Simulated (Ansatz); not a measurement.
Geometry optimisation in Ansatz: input, command and trajectory.

```yaml
crystal:
  lattice:
    - [3.3300840651, 0.0, 0.0]
    - [-1.6650420325, 2.8839373971, 0.0]
    - [0.0, 0.0, 5.6536972445]
  atoms:
    - { symbol: Si, position: [0.3333333333, 0.6666666667, 0.0669760894] }
    - { symbol: Si, position: [0.6666666667, 0.3333333333, 0.5669760894] }
    - { symbol: Si, position: [0.3333333333, 0.6666666667, 0.4330239106] }
    - { symbol: Si, position: [0.6666666667, 0.3333333333, 0.9330239106] }
basis:
  ecutwfc: 420
kpoints:
  mp_grid: { grid: [12, 12, 8] }
hamiltonian:
  xc: lda
scf:
  occupations: { method: gaussian, width: 0.1 }
output:
  forces: true
  stress: true
  eigenvalues: true
relax:
  adjacent_minimum: "off"
  f_tol: 0.008
  max_steps: 50
  cell: { stress_tol: 0.08, p_target: 90.0 }
```

```bash
ansatz run input.yaml --threads 1 --pin off --max-ram 2560MiB --backend cpu --events-out ev --progress --plain --runs-dir out
```

Level of theory: DFT LDA, scalar-relativistic, plane waves, PAW in Ansatz 0.2.0.

Of 19 frames 10 are shown, positions in Å and forces in eV/Å; the SCF threshold varies from step to step. Steps run on the plane waves of an earlier cell, with a Pulay correction in the pressure. The basis is chosen afresh for the last frame, the zero of the energies, and at times for earlier ones too; energy and pressure step there, also at an unchanged geometry. Here that happened at step 16 (-35 meV/atom, 1.0 GPa); the frames before carry an error of that size. The relaxation lowers the enthalpy F + PV at the target pressure, so the free energy itself can rise.

```xyz
4
Lattice="3.3301 0.0000 0.0000 -1.6650 2.8839 0.0000 0.0000 0.0000 5.6537" Properties=species:S:1:pos:R:3:forces:R:3 pbc="T T T" step=1 free_energy_over_end_meV_per_atom=-216.01 pressure_GPa=74.24
Si    0.0000    1.9226    0.3787    0.0000    0.0000    0.1920
Si    1.6650    0.9613    3.2055    0.0000    0.0000    0.1920
Si    0.0000    1.9226    2.4482    0.0000    0.0000   -0.1920
Si    1.6650    0.9613    5.2750    0.0000    0.0000   -0.1920
4
Lattice="3.2208 0.0000 0.0000 -1.6104 2.7893 0.0000 0.0000 0.0000 5.7374" Properties=species:S:1:pos:R:3:forces:R:3 pbc="T T T" step=3 free_energy_over_end_meV_per_atom=125.56 pressure_GPa=90.68
Si    0.0000    1.8595    0.4172    0.0000    0.0000    0.3739
Si    1.6104    0.9298    3.2859    0.0000    0.0000    0.3739
Si    0.0000    1.8595    2.4515    0.0000    0.0000   -0.3739
Si    1.6104    0.9298    5.3203    0.0000    0.0000   -0.3739
4
Lattice="3.0466 0.0000 0.0000 -1.5233 2.6385 0.0000 0.0000 0.0000 6.2090" Properties=species:S:1:pos:R:3:forces:R:3 pbc="T T T" step=5 free_energy_over_end_meV_per_atom=254.68 pressure_GPa=83.67
Si    0.0000    1.7590    0.5524    0.0000    0.0000   -0.3847
Si    1.5233    0.8795    3.6569    0.0000    0.0000   -0.3847
Si    0.0000    1.7590    2.5521    0.0000    0.0000    0.3847
Si    1.5233    0.8795    5.6566    0.0000    0.0000    0.3847
4
Lattice="2.8163 0.0000 0.0000 -1.4082 2.4390 0.0000 0.0000 0.0000 6.7634" Properties=species:S:1:pos:R:3:forces:R:3 pbc="T T T" step=7 free_energy_over_end_meV_per_atom=268.69 pressure_GPa=75.11
Si    0.0000    1.6260    0.6974    0.0000    0.0000   -0.9058
Si    1.4082    0.8130    4.0791    0.0000    0.0000   -0.9058
Si    0.0000    1.6260    2.6842    0.0000    0.0000    0.9058
Si    1.4082    0.8130    6.0659    0.0000    0.0000    0.9058
4
Lattice="2.5409 0.0000 0.0000 -1.2704 2.2005 0.0000 0.0000 0.0000 7.3264" Properties=species:S:1:pos:R:3:forces:R:3 pbc="T T T" step=9 free_energy_over_end_meV_per_atom=250.32 pressure_GPa=88.82
Si    0.0000    1.4670    0.8321    0.0000    0.0000   -1.4111
Si    1.2704    0.7335    4.4953    0.0000    0.0000   -1.4111
Si    0.0000    1.4670    2.8311    0.0000    0.0000    1.4111
Si    1.2704    0.7335    6.4943    0.0000    0.0000    1.4111
4
Lattice="2.3454 0.0000 0.0000 -1.1727 2.0311 0.0000 0.0000 0.0000 7.8742" Properties=species:S:1:pos:R:3:forces:R:3 pbc="T T T" step=11 free_energy_over_end_meV_per_atom=337.48 pressure_GPa=110.18
Si    0.0000    1.3541    0.9526    0.0000    0.0000   -2.5269
Si    1.1727    0.6770    4.8897    0.0000    0.0000   -2.5269
Si    0.0000    1.3541    2.9845    0.0000    0.0000    2.5269
Si    1.1727    0.6770    6.9216    0.0000    0.0000    2.5269
4
Lattice="2.3282 0.0000 0.0000 -1.1641 2.0162 0.0000 0.0000 0.0000 8.2906" Properties=species:S:1:pos:R:3:forces:R:3 pbc="T T T" step=13 free_energy_over_end_meV_per_atom=31.51 pressure_GPa=88.75
Si    0.0000    1.3442    0.9731    0.0000    0.0000    0.0714
Si    1.1641    0.6721    5.1185    0.0000    0.0000    0.0714
Si    0.0000    1.3442    3.1722    0.0000    0.0000   -0.0714
Si    1.1641    0.6721    7.3175    0.0000    0.0000   -0.0714
4
Lattice="2.3262 0.0000 0.0000 -1.1631 2.0145 0.0000 0.0000 0.0000 8.2806" Properties=species:S:1:pos:R:3:forces:R:3 pbc="T T T" step=15 free_energy_over_end_meV_per_atom=47.16 pressure_GPa=90.01
Si    0.0000    1.3430    0.9736    0.0000    0.0000    0.0017
Si    1.1631    0.6715    5.1139    0.0000    0.0000    0.0017
Si    0.0000    1.3430    3.1667    0.0000    0.0000   -0.0017
Si    1.1631    0.6715    7.3071    0.0000    0.0000   -0.0017
4
Lattice="2.3203 0.0000 0.0000 -1.1601 2.0094 0.0000 0.0000 0.0000 8.3475" Properties=species:S:1:pos:R:3:forces:R:3 pbc="T T T" step=17 free_energy_over_end_meV_per_atom=-4.88 pressure_GPa=89.63
Si    0.0000    1.3396    0.9882    0.0000    0.0000   -0.0511
Si    1.1601    0.6698    5.1620    0.0000    0.0000   -0.0511
Si    0.0000    1.3396    3.1855    0.0000    0.0000    0.0511
Si    1.1601    0.6698    7.3593    0.0000    0.0000    0.0511
4
Lattice="2.3205 0.0000 0.0000 -1.1602 2.0096 0.0000 0.0000 0.0000 8.3384" Properties=species:S:1:pos:R:3:forces:R:3 pbc="T T T" step=19 free_energy_over_end_meV_per_atom=0.00 pressure_GPa=90.01
Si    0.0000    1.3397    0.9855    0.0000    0.0000    0.0042
Si    1.1602    0.6699    5.1548    0.0000    0.0000    0.0042
Si    0.0000    1.3397    3.1837    0.0000    0.0000   -0.0042
Si    1.1602    0.6699    7.3529    0.0000    0.0000   -0.0042
```

Time: 67 s on 1 thread of Oxide Virtual Turin-like Processor (Zen 5) (shared host), peak memory 0.39 GiB.